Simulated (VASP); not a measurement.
# NaF (Villiaumite) (Fm-3m) in VASP: notebook, part 3 of 3

VASP 6.6.1.

### 6 EvGW0 quasiparticle levels, PBE

Input file POSCAR:

```
NaF
1.0
    0.0000000000      2.3200000000      2.3200000000
    2.3200000000      0.0000000000      2.3200000000
    2.3200000000      2.3200000000      0.0000000000
Na F
1 1
Direct
    0.0000000000      0.0000000000      0.0000000000
    0.5000000000      0.5000000000      0.5000000000
```

Input file INCAR.step1:

```
SYSTEM = NaF
ALGO = Normal
EDIFF = 1E-8
ENCUT = 500
GGA = PE
ISMEAR = 0
KPAR = 4
LASPH = .True.
LCHARG = .False.
LREAL = .False.
LWAVE = .True.
NELM = 60
PREC = Accurate
SIGMA = 0.01
```

Input file INCAR.step2:

```
SYSTEM = NaF
ALGO = Exact
EDIFF = 1E-8
ENCUT = 500
GGA = PE
ISMEAR = 0
ISTART = 1
KPAR = 4
LASPH = .True.
LCHARG = .False.
LOPTICS = .True.
LREAL = .False.
LWAVE = .True.
NBANDS = 168
NELM = 1
PREC = Accurate
SIGMA = 0.01
```

Input file INCAR.step3:

```
SYSTEM = NaF
ALGO = EVGW0
EDIFF = 1E-8
ENCUT = 500
ENCUTGW = 200
GGA = PE
ISMEAR = 0
ISTART = 1
KPAR = 4
LASPH = .True.
LCHARG = .False.
LREAL = .False.
LWAVE = .False.
NBANDS = 168
NBANDSGW = 16
NELMGW = 4
NOMEGA = 50
PREC = Accurate
PRECFOCK = Fast
SIGMA = 0.01
```

Input file KPOINTS:

```
k-points
0
Gamma
  6 6 6
  0 0 0
```

Potentials or basis: VASP PAW PBE potentials, release 64 (Na_sv_GW, F_GW).

Command:

```bash
> cat potpaw_PBE.64/Na_sv_GW/POTCAR potpaw_PBE.64/F_GW/POTCAR > POTCAR
> cp INCAR.step1 INCAR
> mpirun -np 4 vasp_std > vasp.out
> cp INCAR.step2 INCAR
> mpirun -np 4 vasp_std > vasp.out
> cp INCAR.step3 INCAR
> mpirun -np 4 vasp_std > vasp.out
```

OUTCAR:

```text
SYSTEM = NaF
   EDIFF = 1E-8
   ENCUT = 500
   ENCUTGW = 200
   GGA = PE
   ISMEAR = 0
   ISTART = 1
   LASPH = .True.
   LREAL = .False.
   NELMGW = 4
   PREC = Accurate
   PRECFOCK = Fast

 ion  position               nearest neighbor table
   1  0.000  0.000  0.000-   2 2.32   2 2.32   2 2.32   2 2.32   2 2.32   2 2.32
   2  0.500  0.500  0.500-   1 2.32   1 2.32   1 2.32   1 2.32   1 2.32   1 2.32

  LATTYP: Found a face centered cubic cell.
 ALAT       =     4.6400000000

  Lattice vectors:

 A1 = (   0.0000000000,   2.3200000000,   2.3200000000)
 A2 = (   2.3200000000,   0.0000000000,   2.3200000000)
 A3 = (   2.3200000000,   2.3200000000,   0.0000000000)

Analysis of symmetry for initial positions (statically):
=====================================================================
 Subroutine PRICEL returns:
 Original cell was already a primitive cell.

 Routine SETGRP: Setting up the symmetry group for a
 face centered cubic supercell.

 Subroutine GETGRP returns: Found 48 space group operations
 (whereof 48 operations were pure point group operations)
 out of a pool of 48 trial point group operations.

The static configuration has the point symmetry O_h .

Analysis of symmetry for dynamics (positions and initial velocities):
=====================================================================
 Subroutine PRICEL returns:
 Original cell was already a primitive cell.

 Routine SETGRP: Setting up the symmetry group for a
 face centered cubic supercell.

 Subroutine GETGRP returns: Found 48 space group operations
 (whereof 48 operations were pure point group operations)
 out of a pool of 48 trial point group operations.

The dynamic configuration has the point symmetry O_h .

 Subroutine INISYM returns: Found 48 space group operations
 (whereof 48 operations are pure point group operations),
 and found     1 'primitive' translations

----------------------------------------------------------------------------------------

                                     Primitive cell

  volume of cell :      24.9743

  direct lattice vectors                    reciprocal lattice vectors
     0.000000000  2.320000000  2.320000000    -0.215517241  0.215517241  0.215517241
     2.320000000  0.000000000  2.320000000     0.215517241 -0.215517241  0.215517241
     2.320000000  2.320000000  0.000000000     0.215517241  0.215517241 -0.215517241

  length of vectors
     3.280975465  3.280975465  3.280975465     0.373286812  0.373286812  0.373286812

  position of ions in fractional coordinates (direct lattice)
     0.000000000  0.000000000  0.000000000
     0.500000000  0.500000000  0.500000000

  ion indices of the primitive-cell ions
   primitive index   ion index
                 1           1
                 2           2

----------------------------------------------------------------------------------------

 KPOINTS: k-points

Automatic generation of k-mesh.
 Grid dimensions read from file:
 generate k-points for:    6    6    6

 Generating k-lattice:

  Cartesian coordinates                     Fractional coordinates (reciprocal lattice)
    -0.035919540  0.035919540  0.035919540     0.166666667  0.000000000  0.000000000
     0.035919540 -0.035919540  0.035919540     0.000000000  0.166666667  0.000000000
     0.035919540  0.035919540 -0.035919540     0.000000000  0.000000000  0.166666667

  Length of vectors
     0.062214469  0.062214469  0.062214469

  Shift w.r.t. Gamma in fractional coordinates (k-lattice)
     0.000000000  0.000000000  0.000000000

 Subroutine IBZKPT returns following result:
 ===========================================

 Found     16 irreducible k-points:

 Following reciprocal coordinates:
            Coordinates               Weight
  0.000000  0.000000  0.000000      1.000000
  0.166667  0.000000  0.000000      8.000000
  0.333333  0.000000  0.000000      8.000000
  0.500000  0.000000  0.000000      4.000000
  0.166667  0.166667  0.000000      6.000000
  0.333333  0.166667  0.000000     24.000000
[... 8 lines left out ...]
 -0.333333  0.333333  0.166667     24.000000
 -0.333333  0.500000  0.166667     12.000000
   k-points           NKPTS =     16   k-points in BZ     NKDIM =    216   number of bands    NBANDS=    168
   number of dos      NEDOS =    301   number of ions     NIONS =      2
   total plane-waves  NPLWV =  13824
   dimension x,y,z NGX =    24 NGY =   24 NGZ =   24
   dimension x,y,z NGXF=    48 NGYF=   48 NGZF=   48
   ions per type =               1   1
   NGX,Y,Z   is equivalent  to a cutoff of  12.16, 12.16, 12.16 a.u.
   NGXF,Y,Z  is equivalent  to a cutoff of  24.32, 24.32, 24.32 a.u.
 SYSTEM =  NaF
   PREC   = accura    normal or accurate (medium, high low for compatibility)
   ISTART =      1    job   : 0-new  1-cont  2-samecut
   ICHARG =      0    charge: 1-file 2-atom 10-const
   ISPIN  =      1    spin polarized calculation?
   LNONCOLLINEAR =      F non collinear calculations
   LSORBIT =      F    spin-orbit coupling
   LASPH  =      T    aspherical Exc in radial PAW
   ENCUT  =  500.0 eV  36.75 Ry    6.06 a.u.   5.98  5.98  5.98*2*pi/ulx,y,z
   NELM   =     60;   NELMIN=  2; NELMDL=  0     # of ELM steps
   EDIFF  = 0.1E-07   stopping-criterion for ELM
   LREAL  =      F    real-space projection
   EDIFFG = 0.1E-06   stopping-criterion for IOM
   NSW    =      0    number of steps for IOM
   IBRION =     -1    ionic relax: 0-MD 1-quasi-New 2-CG
   NFREE  =      0    steps in history (QN), initial steepest desc. (CG)
   ISIF   =      0    stress and relaxation
   ISYM   =      3    0-nonsym 1-usesym 2-fastsym
   POTIM  = 0.5000    time-step for ionic-motion
   TEBEG  =    0.0;   TEEND  =   0.0 temperature during run
   PSTRESS=    0.0 pullay stress
   NELECT =      16.0000    total number of electrons
   NUPDOWN=      -1.0000    fix difference up-down
   EMIN   =  10.00;   EMAX   =-10.00  energy-range for DOS
   EFERMI =   0.00;   METHOD = LEGACY
   ISMEAR =     0;   SIGMA  =   0.01  broadening in eV -4-tet -1-fermi 0-gaus
   EFERMI_NEDOS =   21; number of points for ismear=-14 and -15
   IALGO  =     38    algorithm
   IMIX   =      4    mixing-type and parameters
     AMIX     =   0.40;   BMIX     =  1.00
     AMIX_MAG =   1.60;   BMIX_MAG =  1.00
  volume/ion in A,a.u.               =      12.49        84.27
  Fermi-wavevector in a.u.,A,eV,Ry     =   1.411292  2.666955 27.099333  1.991745
  Thomas-Fermi vector in A             =   2.533158
   LORBIT       =      0    0 simple, 1 ext, 2 COOP (PROOUT), +10 PAW based schemes
   GGA     = PE    functional components
   LHFCALC =     T    Hartree Fock is set to
   PRECFOCK=fast      Normal, Fast or Accurate (Low or Medium for compatibility)
   ENCUT4O =  -1.0   cutoff for four orbital integrals eV
   NKREDX  =     1    reduce k-point grid by
   NKREDY  =     1    reduce k-point grid by
   NKREDZ  =     1    reduce k-point grid by
   AEXX    =    1.0000 exact exchange contribution
   HFSCREEN=    0.0000 screening length (either q_TF or 0.3 A-1)
   HFSCREENC=   0.0000 screening length for correlation (either q_TF or 0.3 A-1)
   ENCUTFOCK=  -1.0 apply spherical cutoff to Coloumb kernel
   IVDW    =     0    specifies the selected vdW correction
   LEPSILON=     F    determine dielectric tensor
   LRPA    =     F    only Hartree local field effects (RPA)
   LRPAFORCE           =     F    calculate RPA forces
   ENCUTGW             = 200.0    cutoff for response function in eV
   ENCUTGWSOFT         = 160.0    soft cutoff for Coulomb kernel in GW response function in eV
   ENCUTLF             =  -1.0    cutoff for local field effects
   NELMGW              =     4    number of iterations in solving QP/BSE equation
   NELMHF              =     1    number of iterations in the inner HF iteration
   NKREDLFX            =     1    NKREDLFY  =   1   NKREDLFZ  =   1
 non-spin polarized calculation
 Gauss-broadening in eV      SIGMA  =   0.01
  energy-cutoff  :      500.00
  volume of cell :       24.97
 maximum number of plane-waves:       650
  NGX = 14; NGY = 14; NGZ = 14
   NGX = 11   NGY = 11   NGZ = 11
 maximum number of plane-waves:       169

 QP shifts <psi_nk| G(iteration)W_0 |psi_nk>: iteration 1
 for sc-GW calculations column KS-energies equals QP-energies in previous step
 and V_xc(KS)=  KS-energies - (<T + V_ion + V_H > + <T+V_H+V_ion>^1  + <V_x>^1)

 k-point   1 :       0.0000    0.0000    0.0000
  band No.  KS-energies  QP-energies   sigma(KS)   V_xc(KS)     V^pw_x(r,r')   Z            occupation Imag(sigma)

      1     -48.9118     -58.2621     -40.8217     -29.2508     -49.1153       0.8081       2.0000       0.4577
      2     -20.9932     -25.3926     -28.4913     -22.7092     -36.8155       0.7608       2.0000       1.1251
      3     -20.8008     -27.1138     -35.8582     -28.3955     -41.4602       0.8459       2.0000       0.1761
      4     -20.8008     -27.1138     -35.8582     -28.3955     -41.4602       0.8459       2.0000       0.1761
      5     -20.8008     -27.1138     -35.8582     -28.3955     -41.4602       0.8459       2.0000       0.1761
      6      -1.8434      -4.6201     -25.8013     -22.3135     -30.1408       0.7961       2.0000       0.2074
[... 8 lines left out ...]
     15      22.1263      24.1126      -6.1845      -8.4391      -2.7318       0.8810       0.0000      -0.2163
     16      24.8952      27.5756      -8.3924     -11.4692      -4.5209       0.8712       0.0000      -0.4192
[... 1250 lines left out ...]
      1     -60.2087     -60.2501     -40.6464     -19.6121     -49.1500       0.8304       2.0000       0.5888
      2     -27.8395     -27.8703     -32.2552       4.3780     -39.1306       0.8179       2.0000       0.7223
      3     -28.2642     -28.2900     -35.4848       7.1897     -41.1461       0.8347       2.0000       0.1978
      4     -28.2200     -28.2455     -35.5939       7.3433     -41.2660       0.8358       2.0000       0.1931
      5     -26.7848     -26.8182     -32.3089       5.4829     -39.4466       0.8101       2.0000       0.8038
      6      -6.5935      -6.6135     -23.9152      17.2966     -28.2007       0.7969       2.0000       0.2337
[... 8 lines left out ...]
     15      26.2550      26.2563      -6.0523      32.3088      -2.3573       0.8824       0.0000      -0.4309
     16      29.2606      29.2613      -7.6936      36.9550      -3.7858       0.8776       0.0000      -0.4087
```

It took 8 min on 4 MPI ranks of Intel Xeon Platinum 8488C (Sapphire Rapids), shared host; peak memory 0.68 GiB.

What came out:

```yaml
Band_gap_on_the_k_mesh_mean-field_level: 6.30 eV, direct
Quasiparticle_gap: 11.37 eV
Least_direct_quasiparticle_gap: 11.37 eV
```

Quasiparticle gap after each update of the energies (eV): 10.59, 11.24, 11.35, 11.37

Caveat: bands, screening cutoff and mesh are small and nothing is extrapolated, so the quasiparticle values aren't converged.
